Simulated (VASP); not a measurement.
# ZnS in VASP 6.6.1, single-point calculation

INCAR

```
NELM = 81
LCHARG = .FALSE.
ENCUT = 520
SIGMA = 0.02
EDIFF = 1E-7
NBANDS = 16
ISIF = 2
PREC = Low
IBRION = -1
LWAVE = .FALSE.
LASPH = .TRUE.
LREAL = .FALSE.
GGA = PE
ISMEAR = -1
NSW = 0
```

KPOINTS

```
KPOINTS created by Atomic Simulation Environment
0
Gamma
8 8 8
0 0 0
```

POSCAR

```
Zn S
 1.0000000000000000
     0.0000000000000000    2.8050821707000000    2.6940858343000000
     2.8050821707000000    0.0000000000000000    2.6940858343000000
     2.8050821707000000    2.8050821707000000    0.0000000000000000
 Zn  S
   1   1
Cartesian
  0.0000000000000000  0.0000000000000000  0.0000000000000000
  1.4025410853500000  1.4025410853500000  1.3470429171500000
```

The recommended PBE PAW datasets give the neutral cell 18 valence electrons.

Command

```
mpirun -np 1 vasp_std
```

OSZICAR

```
N       E                     dE             d eps       ncg     rms          rms(c)
DAV:   1     0.885959322036E+02    0.88596E+02   -0.89080E+03  1896   0.132E+03
DAV:   2    -0.133554063430E+01   -0.89931E+02   -0.84282E+02  2120   0.256E+02
DAV:   3    -0.720197155006E+01   -0.58664E+01   -0.58414E+01  2440   0.635E+01
DAV:   4    -0.726472673950E+01   -0.62755E-01   -0.62742E-01  2256   0.686E+00
DAV:   5    -0.726552357461E+01   -0.79684E-03   -0.79681E-03  2488   0.733E-01    0.604E+00
DAV:   6    -0.685525494635E+01    0.41027E+00   -0.74226E-01  2824   0.289E+01    0.478E+00
DAV:   7    -0.683718754822E+01    0.18067E-01   -0.22899E-01  2224   0.418E+00    0.248E+00
DAV:   8    -0.683638205240E+01    0.80550E-03   -0.47554E-03  2328   0.677E-01    0.629E-01
DAV:   9    -0.683668112833E+01   -0.29908E-03   -0.11134E-03  2336   0.270E-01    0.109E-01
DAV:  10    -0.683685373550E+01   -0.17261E-03   -0.18182E-04  2384   0.155E-01    0.554E-02
DAV:  11    -0.683685201764E+01    0.17179E-05   -0.40644E-05  2224   0.109E-01    0.586E-03
DAV:  12    -0.683685334979E+01   -0.13322E-05   -0.37004E-06  2544   0.225E-02    0.428E-03
DAV:  13    -0.683685346086E+01   -0.11106E-06   -0.66443E-07  2384   0.983E-03    0.127E-03
DAV:  14    -0.683685343528E+01    0.25583E-07   -0.90838E-08  2160   0.253E-03
   1 F= -.68368534E+01 E0= -.68368534E+01  d E =-.260456E-11
```

Standard output (part)

```
POSCAR found type information on POSCAR ZnS
 POSCAR found :  2 types and       2 ions
 LDA part: xc-table for (Slater+PW92), standard interpolation
 POSCAR, INCAR and KPOINTS ok, starting setup
 WAVECAR not read
 entering main loop
```

From OUTCAR

```
k-points           NKPTS =     59   k-points in BZ     NKDIM =     59   number of bands    NBANDS=     16

   NELECT =      18.0000    total number of electrons

   dimension x,y,z NGX =    24 NGY =   24 NGZ =   24
   dimension x,y,z NGXF=    24 NGYF=   24 NGZF=   24

  energy-cutoff  :      520.00
  volume of cell :       42.40
      direct lattice vectors                 reciprocal lattice vectors
     0.000000000  2.805082171  2.694085834    -0.178247898  0.178247898  0.185591711
     2.805082171  0.000000000  2.694085834     0.178247898 -0.178247898  0.185591711
     2.805082171  2.805082171  0.000000000     0.178247898  0.178247898 -0.185591711

 k-points in reciprocal lattice and weights: KPOINTS created by Atomic Simulation Env
   0.00000000  0.00000000  0.00000000       0.002
   0.12500000 -0.00000000  0.00000000       0.016
   0.25000000 -0.00000000  0.00000000       0.016
   0.37500000  0.00000000  0.00000000       0.016
   0.50000000 -0.00000000  0.00000000       0.008
   0.12500000  0.12500000  0.00000000       0.004
   0.25000000  0.12500000  0.00000000       0.016
   0.37500000  0.12500000  0.00000000       0.016
   ...

 E-fermi :   1.9516

 k-point     1 :       0.0000    0.0000    0.0000
  band No.  band energies     occupation
      1     -11.1966      2.00000
      2      -4.6222      2.00000
      3      -4.6218      2.00000
      4      -4.6014      2.00000
      5      -4.2036      2.00000
      6      -4.1963      2.00000
      7       1.4226      2.00000
      8       1.4227      2.00000
      9       1.5459      2.00000
     10       3.2650      0.00000
     11       7.9053      0.00000
     12       7.9123      0.00000
     13       7.9132      0.00000
     14      12.8227      0.00000
     15      12.9067      0.00000
     16      13.4472      0.00000

 k-point     2 :       0.1250   -0.0000    0.0000
  band No.  band energies     occupation
      1     -11.0940      2.00000
      2      -4.6125      2.00000
      3      -4.6051      2.00000
      4      -4.5858      2.00000
      5      -4.2037      2.00000
      6      -4.1985      2.00000
      7       0.3887      2.00000
      8       1.2842      2.00000
      9       1.3878      2.00000
     10       4.0979      0.00000
     11       7.7491      0.00000
     12       8.1289      0.00000
     13       8.1668      0.00000
     14      12.3351      0.00000
     15      12.7580      0.00000
     16      13.7670      0.00000

 k-point     3 :       0.2500   -0.0000    0.0000
  band No.  band energies     occupation
      1     -10.8280      2.00000
      2      -4.5681      2.00000
      3      -4.5606      2.00000
      4      -4.5390      2.00000
      5      -4.1985      2.00000
      6      -4.1975      2.00000
      7      -1.2059      2.00000
      8       0.9802      2.00000
      9       1.1246      2.00000
     10       4.7116      0.00000
     11       8.1725      0.00000
     12       8.4070      0.00000
     13       8.6294      0.00000
     14      12.2898      0.00000
     15      12.4216      0.00000
     16      13.5416      0.00000

 ...

  Total       -0.9442817     -0.9442817     -0.5181063      0.0000000     -0.0000000      0.0000000
  in kB      -35.6844966    -35.6844966    -19.5792854      0.0000000     -0.0000000      0.0000000
  external PRESSURE =     -30.3160929 kB  Pullay stress =       0.0000000 kB

 POSITION                                       TOTAL-FORCE (eV/Angst)
 -----------------------------------------------------------------------------------
      0.00000      0.00000      0.00000         0.000000     -0.000000      0.000000
      1.40254      1.40254      1.34704        -0.000000      0.000000      0.000000
 -----------------------------------------------------------------------------------
    total drift:                               -0.000324     -0.000324     -0.000237

  FREE ENERGIE OF THE ION-ELECTRON SYSTEM (eV)
  ---------------------------------------------------
  free  energy   TOTEN  =        -6.8368534353 eV

  energy  without entropy=       -6.8368534353  energy(sigma->0) =       -6.83685344
```

It converged. Results: gap between bands v and c on the k mesh 1.72 eV; least direct gap on the k mesh 1.72 eV; pressure -3.0 GPa. Band v is the last that the valence electrons fill when counted band by band, and c is the next.

For comparison, a separate PBE run of the intended cell, on usual settings and not on those above, gives a gap of 1.72 eV on its mesh and a pressure of -3.0 GPa.

The run above took about 17 s on one core of a shared host (Intel Xeon Platinum 8488C) and held 0.14 GiB at most.
